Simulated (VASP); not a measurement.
Wanted: the native input for a VASP 6.6.1 run.

```yaml
Task: single point
Functional: PBE
Potentials_or_basis: VASP PAW PBE potentials, release 64 (Os)
Cutoff: 520 eV
k_mesh: 11 × 11 × 6
Occupations: gaussian, width 0.014 eV
Spin: no spin polarisation
Further_INCAR_settings: ALGO = Fast; EDIFF = 1e-06; NBANDS = 15
```

The structure of Os lies in POSCAR:

```
Os
1.0
    2.7341000000      0.0000000000      0.0000000000
   -1.3670500000      2.3678000565      0.0000000000
    0.0000000000      0.0000000000      4.3197000000
Os
2
Direct
    0.6666666667      0.3333333333      0.7500000000
    0.3333333333      0.6666666667      0.2500000000
```

One way to write it, as run:

INCAR

```
ALGO = Fast
EDIFF = 1E-6
ENCUT = 520
GGA = PE
ISIF = 2
ISMEAR = 0
LASPH = T
LCHARG = T
LELF = T
LREAL = F
LVHAR = T
LWAVE = F
NBANDS = 15
NELM = 80
PREC = Accurate
SIGMA = 0.014
```

KPOINTS

```
k-points
0
Gamma
  11 11 6
```

Potentials or basis: VASP PAW PBE potentials, release 64 (Os).

Launch:

```bash
$ cat potpaw_PBE.64/Os/POTCAR > POTCAR
$ mpirun -np 1 vasp_std > vasp.out
```

Results of the run:

- Pressure: 8.7 GPa
- Band gap on the k mesh: none (metal or under the smearing width)

Run time: 23 s on 1 thread of Intel(R) Xeon(R) Platinum 8488C (Sapphire Rapids), with other jobs on the host, peak memory 0.14 GiB.
